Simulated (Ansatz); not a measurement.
**Os-Re-Os stack of (111) layers: phonons along a line and the smearing**

Does Os-Re-Os stack of (111) layers have a Kohn anomaly or a soft branch that a wide smearing hides? The first relaxation steps of the session are not shown, so no cell shown is the starting entry, unless a step says so.

Calculated with Ansatz 0.2.0; DFT PBE, scalar-relativistic, plane waves, PAW; PAW set soft_1.

## 1. The cell after earlier relaxation steps

The cell holds 3 atoms: 2 Os and 1 Re. Cell: a = 2.703 Å, b = 2.703 Å, c = 32.781 Å, α = 90.0°, β = 90.0°, γ = 120.0°. Vacuum lies along c.

Structure file:

```cif
data_structure
_symmetry_space_group_name_H-M 'P 1'
_symmetry_Int_Tables_number 1
_cell_length_a 2.7032
_cell_length_b 2.7032
_cell_length_c 32.7809
_cell_angle_alpha 90.000
_cell_angle_beta 90.000
_cell_angle_gamma 120.000
_cell_volume 207.44
loop_
_atom_site_label
_atom_site_type_symbol
_atom_site_fract_x
_atom_site_fract_y
_atom_site_fract_z
_atom_site_occupancy
Os1 Os 0.00000 0.00000 0.16999 1
Re2 Re 0.33333 0.66667 0.23627 1
Os3 Os 0.66667 0.33333 0.30255 1
```

## 2. Tight relaxation

Phonons are second derivatives about the minimum, so the remaining forces must be small: the thresholds are tightened. Earlier relaxation steps are not shown.

input.yaml reads:

```yaml
crystal:
  lattice:
    - [2.703173, -2.8377e-06, 0.0]
    - [-1.3515840424, 2.3410179077, 0.0]
    - [0.0, 0.0, 32.7808944788]
  atoms:
    - { symbol: Os, position: [0.0, 0.0, 0.1699948812] }
    - { symbol: Re, position: [0.3333333333, 0.6666666667, 0.2362725338] }
    - { symbol: Os, position: [0.6666666667, 0.3333333333, 0.3025501865] }
  periodic: [true, true, false]
kpoints:
  mp_grid: { grid: [12, 12, 1] }
hamiltonian:
  xc: pbe
  pseudopotentials: { kind: paw, azcp: { folder: soft_1 } }
scf:
  occupations: { method: methfessel_paxton, width: 0.2 }
output:
  forces: true
  stress: true
  eigenvalues: true
  write_density: true
  write_potential: true
  elf: true
  volumetric_format: npy
relax:
  adjacent_minimum: "off"
  f_tol: 0.001
  max_steps: 60
  cell: { stress_2d_tol: 0.002 }
```

Launch:

```bash
$ ansatz run input.yaml --threads 4 --pin off --max-ram 12288MiB --backend cpu --events-out ev --progress --plain --runs-dir out
```

Numbers of over 12 decimals in the logs are rounded to 6 here.

What it wrote:

```text
[the first part of the log is left out]
  E_vxc        = -779.055989  (∫ρ·V_xc dr)
  E_paw        = -26799.308435  (= ΣΔE_a)
  E_vpaw       = -651.531251  (= ΣTr[D̂ρ^β])
  E_aug_tail   = 0.000944  (compensation charges beyond the density's cutoff)
  E_ewald      = 90310.492370
  E_smearing   = -0.009158  (= −TS)
  E_closure    = 0.000000  (closes the sum)
  Σ components = -33639.016906   (vs F -33639.016906, Δ=0.00e0)
--- Forces (eV/Å), atoms counted from 1 ---
  atom   1  Os    -0.00000000     0.00000000     0.00010594
  atom   2  Re     0.00000000     0.00000000     0.00000000
  atom   3  Os     0.00000000    -0.00000000    -0.00010594
  max |Σ_I F_I| component: 2.31e-18 eV/Å
--- 2D stress c σ (N/m, compression-positive) ---
       -0.001417       0.000000      -0.000000
        0.000000      -0.001417      -0.000000
       -0.000000      -0.000000      -0.000000
  P = ½ c Tr σ = -0.0014 N/m
--- Band table (eV; the first three rows and the last of 19) ---
  k-point 0: bands = ["-91.2094", "-91.2091", "-85.5058", "-50.6727", "-50.6094", "-50.1751", "-50.1751", "-50.1742", "-50.1742", "-47.4038", "-46.7986", "-46.7986", "-14.9240", "-12.9903", "-12.4814", "-8.0692", "-7.7649", "-7.6133", "-7.6133", "-7.2953", "-7.2953", "-7.1957", "-7.1957", "-6.0807", "-4.7197", "-4.4609", "-4.4609", "-4.3065", "-4.3065"]
  k-point 1: bands = ["-91.2048", "-91.2046", "-85.4993", "-50.6615", "-50.6027", "-50.2334", "-50.2327", "-50.1889", "-50.1877", "-47.3955", "-46.8753", "-46.8164", "-14.6303", "-12.6984", "-12.1818", "-8.3627", "-7.9051", "-7.8440", "-7.3730", "-7.3066", "-7.2142", "-7.1078", "-6.9462", "-6.4746", "-5.3254", "-4.7674", "-4.6280", "-4.1443", "-3.7294"]
  k-point 2: bands = ["-91.1925", "-91.1923", "-85.4815", "-50.6315", "-50.5847", "-50.3920", "-50.3884", "-50.2262", "-50.2246", "-47.3733", "-47.0810", "-46.8647", "-13.8345", "-11.9556", "-11.4077", "-8.9957", "-8.5712", "-8.1372", "-7.5549", "-7.3154", "-6.8092", "-6.8080", "-6.5738", "-6.2238", "-6.0269", "-5.0760", "-4.6970", "-4.0325", "-2.8141"]
  k-point 18: bands = ["-91.1332", "-91.1332", "-85.3956", "-50.7770", "-50.7578", "-50.7573", "-50.7573", "-50.4888", "-50.4888", "-47.5594", "-47.5594", "-47.2715", "-10.3143", "-10.3143", "-10.2361", "-9.1948", "-9.1948", "-8.0750", "-7.5595", "-7.5352", "-7.5352", "-7.5250", "-5.0915", "-5.0915", "-3.5283", "-3.5283", "-2.2856", "1.8573", "1.8573"]
--- Relaxed structure (4 steps of the walk, 3 accepted, 1 SCFs on fresh bases) ---
  F+E_penalty+E_count = -33639.01690551 eV   max|allowed force component| = 1.059e-4 eV/Å   (the final SCF, on the basis selected at the relaxed cell)
  cell:  # Å, volume = 207.4253 Å³
    - [2.703057, -2.8376240301006007e-6, 0]
    - [-1.351526, 2.340917, 0]
    - [0, 0, 32.7808944788]
  atoms:
    - { symbol: Os, position: [0, 0, 0.169987] }
    - { symbol: Re, position: [0.333333, 0.666667, 0.236273] }
    - { symbol: Os, position: [0.666667, 0.333333, 0.302558] }
```

Run time: 9.9 s. Hardware: 4 threads of Arm Neoverse V2, shared host; peak memory 0.58 GiB; 37 s of CPU time.

Little changed from the start: no atom moved by 0.005 Å and no cell edge by 0.1 %.

Numbers from this step:

```
metallic on mesh  : yes
gap on the k-mesh : 0 eV
```

ELF in the ca plane at fractional y = 0.000, with atoms of Os within 0.2 Å of it. It is the smooth field of the valence electrons, not physical close to the nuclei.

Values, 5 rows by 16 columns, each cell a mean:
```
0.00 0.00 0.01 0.06 0.23 0.57 0.44 0.34 0.28 0.28 0.37 0.26 0.06 0.01 0.00 0.00
0.00 0.00 0.01 0.09 0.26 0.37 0.34 0.31 0.30 0.33 0.32 0.21 0.05 0.01 0.00 0.00
0.00 0.00 0.01 0.11 0.32 0.35 0.32 0.35 0.33 0.38 0.35 0.19 0.05 0.01 0.00 0.00
0.00 0.00 0.01 0.08 0.23 0.46 0.38 0.30 0.28 0.30 0.32 0.23 0.06 0.01 0.00 0.00
0.00 0.00 0.01 0.06 0.24 0.55 0.44 0.37 0.29 0.29 0.41 0.27 0.07 0.01 0.00 0.00
```
Columns run along c (16.0 Å, from fractional 0.00 to 0.49 of the cell), rows up along a (2.7 Å). Atoms in or near the plane, at fractional coordinates: Os at (0.17, 0.00).

Valence density in the ca plane at fractional y = 0.000, with atoms of Os within 0.2 Å of it. It is the smooth field of the valence electrons, not physical close to the nuclei.

Values in e/Å³, 5 rows by 16 columns, each cell a mean:
```
0.0 0.0 0.0 0.0 0.5 5.6 1.9 0.4 0.3 0.4 0.3 0.1 0.0 0.0 0.0 0.0
0.0 0.0 0.0 0.0 0.2 1.2 0.6 0.9 0.6 0.8 0.7 0.1 0.0 0.0 0.0 0.0
0.0 0.0 0.0 0.0 0.1 0.5 0.4 1.2 0.8 1.1 1.0 0.1 0.0 0.0 0.0 0.0
0.0 0.0 0.0 0.0 0.2 2.4 0.9 0.6 0.5 0.6 0.5 0.1 0.0 0.0 0.0 0.0
0.0 0.0 0.0 0.0 0.6 6.9 2.4 0.4 0.3 0.3 0.3 0.1 0.0 0.0 0.0 0.0
```
Columns run along c (16.0 Å, from fractional 0.00 to 0.49 of the cell), rows up along a (2.7 Å). Atoms in or near the plane, at fractional coordinates: Os at (0.17, 0.00).

Electrostatic potential energy in the ca plane at fractional y = 0.000, with atoms of Os within 0.2 Å of it. With pseudopotentials it is smooth inside the atoms' cores, unlike the true potential.

Ten even steps from '0' (-63 eV) to '9' (0 eV), each cell a mean:
```
99999999999983000278888999989999999999999999
99999999999986201588877898878899999999999999
99999999999998656888656788656899999999999999
99999999999999888987534787534799999999999999
99999999999999877887545787545799999999999999
99999999999997423688767888767899999999999999
99999999999984000378888999888999999999999999
99999999999972000178989999999999999999999999
```
Columns run along c (16.0 Å, from fractional 0.00 to 0.49 of the cell; values clipped at the 3rd and 97th percentile), rows up along a (2.7 Å). Atoms in or near the plane, at fractional coordinates: Os at (0.17, 0.00).

## 3. Phonons along a line: Fermi–Dirac smearing of 0.1 eV

The smearing blurs the Fermi surface that screens the phonons; a Fermi–Dirac width is an electronic temperature.

input.yaml reads:

```yaml
crystal:
  lattice:
    - [2.7030567938, -2.8376e-06, 0.0]
    - [-1.3515259394, 2.3409172701, 0.0]
    - [0.0, 0.0, 32.7808944788]
  atoms:
    - { symbol: Os, position: [0.0, 0.0, 0.1699866566] }
    - { symbol: Re, position: [0.3333333333, 0.6666666667, 0.2362725338] }
    - { symbol: Os, position: [0.6666666667, 0.3333333333, 0.302558411] }
  periodic: [true, true, false]
kpoints:
  mp_grid: { grid: [18, 18, 1] }
hamiltonian:
  xc: pbe
  pseudopotentials: { kind: paw, azcp: { folder: soft_1 } }
scf:
  occupations: { method: fermi_dirac, width: 0.1 }
output:
  eigenvalues: true
phonons:
  method: dfpt
  qpoints:
    - [0, 0, 0]
    - [0.166666667, 0.0, 0.0]
    - [0.333333333, 0.0, 0.0]
    - [0.5, 0.0, 0.0]
```

What it wrote:

```text
Warning: crystal.symmetry: narrowed to the stabiliser of the run's FFT grids — unitary ops 12 → 6. A phonons.method: dfpt run fills in the rows of the dynamical matrix that it does not solve by its symmetry operations, which is exact only for operations that map its FFT grids onto themselves: filled in by any other, the frequencies could depend on the order in which like atoms are typed, or, by more than the grids' own error, on where the crystal sits among the grids' points. Excluded: 6 operations. The run can therefore solve more perturbations, solve them on more k-points, or both, and cost more. [rest of the remark cut]
The run solves and reports these wavevectors of phonons.qpoints, in the list's order, at another value: [0.166666667, 0.0, 0.0] as [0.166667, 0.0, 0.0], [0.333333333, 0.0, 0.0] as [0.333333, 0.0, 0.0].
[...]
Crystal: 3 atoms, lattice volume = 207.425 Å³
Basis set: ecut = 420 eV, 4123 PW (Γ), exchange–correlation on 40×40×450 points (8 copies of the dense FFT grid, shifted against one another)
Bands: 29, of which v1, the nominal top of the filled ones, is band 24 counted from 1 (23 counted from 0)
Symmetry: 12 space group operations
k-points: 37 of 324 (irreducible under 6 space group operations, time reversal used)
[...]
SCF iter   1: F=—  HF=-33640.049105 eV  |F-HF|=—  |Δ(HF+E_count)|=         —  Δρ=2.89e-2  dr2=5.48e0  ethr=3.10e-3  ⟨swp⟩=15.8  Hψ=20366  notcnv=0  defer=27
automatic band count: the SCF goes on with 34 bands, as 29 were too few: they end inside the smearing window of the response
[...]
SCF iter   2: F=—  HF=-33639.679181 eV  |F-HF|=—  |Δ(HF+E_count)|=   3.70e-1  Δρ=2.29e-2  dr2=3.60e0  ethr=3.10e-3  ⟨swp⟩=4.5  Hψ=4130  notcnv=0  defer=77
[...]
SCF iter  11: F=-33639.057961 eV  HF=-33639.057961 eV  |F-HF|=1.67e-10  |Δ(HF+E_count)|=  1.53e-10  Δρ=3.41e-8  dr2=3.45e-12  ethr=1.00e-12  ⟨swp⟩=26.7  Hψ=12290  notcnv=0
SCF 1 converged in 11 iterations: F = -33639.057961 eV  dr2 = 3.45e-12
[...]
NSCF: frozen V_eff on 37 k-points
WARN: eigensolver did not converge (k=24): 1 band(s) unlocked after 3 eigensolves, warm-restarted (20 sweeps on the last) at ethr=2.00e-12 eV (storage-precision floor; scheduled 1.00e-12 eV) (lowest unlocked band 33, counted from 0; max residual 1.26e-5 eV among the unlocked bands, 1.26e-5 eV over every band; other slots of this pass that fall short are told together in one closing line; warning suppressed until the next SCF loop or pass starts)
[...]
DFPT response loops at q = (0, 0, 0) (fractional): preconditioner auto → none (partly filled bands, converged f_vac=0.738); β = 0.50; Broyden in place of MSR1
[...]
SCF converged after 11 iterations
Free energy (F): -33639.057961 eV
[...]
Internal energy: -33638.963611 eV  (E = F + TS)
E sigma→0 (E₀):  -33639.010786 eV
Entropy (-TS):   -0.094350 eV (-31.450 meV/atom)
Fermi energy:    -5.161030 eV
[...]
--- Band table (eV; the first three rows and the last of 37) ---
  k-point 0: bands = [... 20 lower, -7.2722, -7.1786, -7.1786, -6.0609, -4.6987, -4.4375, -4.4375, -4.2874, ... 6 higher]
  k-point 1: bands = [... 20 lower, -7.2083, -7.1870, -7.0671, -6.2601, -5.0281, -4.6167, -4.5427, -4.1769, ... 6 higher]
  k-point 2: bands = [... 20 lower, -7.1646, -6.9467, -6.7381, -6.6558, -5.5817, -4.8718, -4.6539, -4.0842, ... 6 higher]
  k-point 36: bands = [... 20 lower, -7.5167, -7.5063, -5.0690, -5.0690, -3.5082, -3.5082, -2.2606, 1.8782, ... 6 higher]
  ° read free of the cell's end (the report's vacuum.weakly_bound_levels)
--- Phonons (Γ-DFPT): 6 representative perturbations + reference (Σ response iterations 27) ---
  ASR residual: 1.248e-3 → 0.000e0 eV/Å²; symmetrization residual: 6.938e-5 eV/Å²
  The last average, over the group as it would stand without the narrowing to the FFT grids, took up to 5.276e-6 eV/Å² of the zone centre's force constants
  ASR residual per site (eV/Å²): 9.09e-4 1.25e-3 8.84e-4
  Γ frequencies (cm⁻¹): 0.00 0.00 0.00 80.91 80.91 124.01 124.01 145.95 193.12
  non-analytic LO–TO correction: not included (Born effective charges unavailable; polar crystals: no LO–TO splitting at Γ)
--- Phonons (arbitrary-q DFPT): 4 explicit q-points ---
  q = [0, 0, 0] (of the zone-centre solve; hermiticity 8.09e-6, symmetrization 1.58e-6, taken by the last average 3.08e-7): -0.00 -0.00 -0.00 80.91 80.91 124.01 124.01 145.95 193.12
  q = [0.166667, 0, 0] (6 solved perturbations in 1485 linear systems a pass and spin channel, the states on 324 of 324 k-point pairs; hermiticity 3.35e-6, symmetrization 7.36e-10, taken by the last average 7.95e-7): 49.14 73.16 99.21 113.77 121.26 128.06 134.53 160.09 187.27
[...]
sum rule: each row above includes the acoustic sum rule's correction from the zone centre's row sums; it moved no ω² by more than (1.35 cm⁻¹)²
```

Run time: 11 min. Hardware: 4 threads; peak memory 3.8 GiB.

Each wavevector solved by linear response. Table of frequency by |q| along the line; 7 of 9 lines:

```tsv
|q| along the line (Å⁻¹)	mode 1 (cm⁻¹)	mode 2 (cm⁻¹)	mode 3 (cm⁻¹)	mode 4 (cm⁻¹)	mode 5 (cm⁻¹)	mode 6 (cm⁻¹)	mode 7 (cm⁻¹)
0.000	0	0	0	80.9	80.9	124	124
0.447	49.1	73.2	99.2	114	121	128	135
0.895	97.6	107	115	129	130	156	161
1.342	92.6	109	110	114	126	138	149
```

## 4. Phonons along a line: Fermi–Dirac smearing of 0.25 eV

Each wavevector is solved by itself, so no interpolation smooths a dip of the branch.

Changes to input.yaml since step 3:

```diff
@@ -16,3 +16,3 @@
 scf:
-  occupations: { method: fermi_dirac, width: 0.1 }
+  occupations: { method: fermi_dirac, width: 0.25 }
 output:
```

Wider smearing eases the sum over k-points of a metal but moves the result away from its zero-temperature value.

What it wrote:

```text
[...]
band count auto-derived: 32 (N_el = 47.0; filled up to band 24; 29 by the electrons, moments and atoms)
[...]
Crystal: 3 atoms, lattice volume = 207.425 Å³
Basis set: ecut = 420 eV, 4123 PW (Γ), exchange–correlation on 40×40×450 points (8 copies of the dense FFT grid, shifted against one another)
Bands: 32, of which v1, the nominal top of the filled ones, is band 24 counted from 1 (23 counted from 0)
Symmetry: 12 space group operations
k-points: 37 of 324 (irreducible under 6 space group operations, time reversal used)
[...]
SCF iter   1: F=—  HF=-33640.304790 eV  |F-HF|=—  |Δ(HF+E_count)|=         —  Δρ=2.86e-2  dr2=5.70e0  ethr=3.10e-3  ⟨swp⟩=13.9  Hψ=9811  notcnv=0
[...]
SCF iter  12: F=-33639.308139 eV  HF=-33639.308139 eV  |F-HF|=7.28e-12  |Δ(HF+E_count)|=  2.47e-10  Δρ=8.24e-9  dr2=2.05e-13  ethr=1.00e-12  ⟨swp⟩=10.9  Hψ=7402  notcnv=0
SCF 1 converged in 12 iterations: F = -33639.308139 eV  dr2 = 2.05e-13
[...]
SCF converged after 12 iterations
Free energy (F): -33639.308139 eV
[...]
Internal energy: -33638.718901 eV  (E = F + TS)
E sigma→0 (E₀):  -33639.013520 eV
Entropy (-TS):   -0.589238 eV (-196.413 meV/atom)
Fermi energy:    -5.125294 eV
[...]
--- Band table (eV; the first three rows and the last of 37) ---
  k-point 0: bands = [... 20 lower, -7.2723, -7.1879, -7.1879, -6.0831, -4.7191, -4.4460, -4.4460, -4.3170, ... 4 higher]
  k-point 1: bands = [... 20 lower, -7.2174, -7.1871, -7.0764, -6.2841, -5.0480, -4.6315, -4.5526, -4.1998, ... 4 higher]
  k-point 2: bands = [... 20 lower, -7.1743, -6.9469, -6.7474, -6.6828, -5.6000, -4.8873, -4.6626, -4.1047, ... 4 higher]
  k-point 36: bands = [... 20 lower, -7.5322, -7.5254, -5.0747, -5.0747, -3.5284, -3.5284, -2.2565, 1.8621, ... 4 higher]
[...]
ASR residual: 2.213e-3 → 0.000e0 eV/Å²; symmetrization residual: 7.548e-5 eV/Å²
[...]
ASR residual per site (eV/Å²): 1.37e-3 2.21e-3 1.38e-3
  Γ frequencies (cm⁻¹): 0.00 0.00 0.00 77.59 77.59 111.57 111.57 144.64 188.48
[...]
--- Phonons (arbitrary-q DFPT): 4 explicit q-points ---
[...]
```

The job ended after 12 min (4 threads; peak memory 3.9 GiB; 49 min of CPU time).

Each wavevector solved by linear response. Table of frequency by |q| along the line; 7 of 9 lines:

```tsv
|q| along the line (Å⁻¹)	mode 1 (cm⁻¹)	mode 2 (cm⁻¹)	mode 3 (cm⁻¹)	mode 4 (cm⁻¹)	mode 5 (cm⁻¹)	mode 6 (cm⁻¹)	mode 7 (cm⁻¹)
0.000	0	0	0	77.6	77.6	112	112
0.447	47.9	71.5	98.2	113	116	127	133
0.895	94.5	106	115	128	130	158	164
1.342	95.4	110	113	122	123	144	151
```

Against step 3 (now smearing width 0.25 eV), the free energy moves by -83.4 meV an atom.

(Part 1 of 2 ends here.)

[Logs are printed without paths, hosts, clocks, repeated set-up lines and the standing remarks that a program may print on its own settings, such as how far it seeks lower states.]

[Hosts, paths, dates, database ids (printed as entryN), source tags and the programs' standing remarks are cut or masked in the printed files.]
